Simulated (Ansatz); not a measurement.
Piezoelectric tensor of BAs at 7 GPa (stress–strain coefficients)

Theory: DFT PBE, scalar-relativistic, plane waves, PAW in Ansatz. Settings: 420 eV plane-wave cutoff, Γ-centred 10×10×10 mesh, fixed occupations. No spin polarisation.

The cell, relaxed at 7 GPa:
```
CELL_PARAMETERS angstrom
0.00000 2.36630 2.36630
2.36630 0.00000 2.36630
2.36630 2.36630 0.00000
ATOMIC_POSITIONS crystal
B 0.00000 0.00000 0.00000
As 0.75000 0.75000 0.75000
```

Question: Give the relaxed-ion proper piezoelectric stress tensor e_iJ (C/m², Voigt columns xx yy zz yz xz xy).

Answer:
```
x   0.000 0.000 0.000 0.164 0.000 0.000
y   0.000 0.000 0.000 0.000 0.164 0.000
z   0.000 0.000 0.000 0.000 0.000 0.164
```
Signs follow the orientation of the cell as given.

Question: With the elastic constants (GPa, Voigt order)
```
300.9  88.7  88.7   0.0   0.0   0.0
 88.7 300.9  88.7   0.0   0.0   0.0
 88.7  88.7 300.9   0.0   0.0   0.0
  0.0   0.0   0.0 158.9   0.0   0.0
  0.0   0.0   0.0   0.0 158.9   0.0
  0.0   0.0   0.0   0.0   0.0 158.9
```
find the strain coefficients d = e·C⁻¹ (pC/N).

Answer:
```
x   0.00 0.00 0.00 1.03 0.00 0.00
y   0.00 0.00 0.00 0.00 1.03 0.00
z   0.00 0.00 0.00 0.00 0.00 1.03
```

Cost: 1 run of about 1.2 core-minutes, on Intel Xeon Platinum 8259CL (Skylake/Cascade Lake) (shared hosts).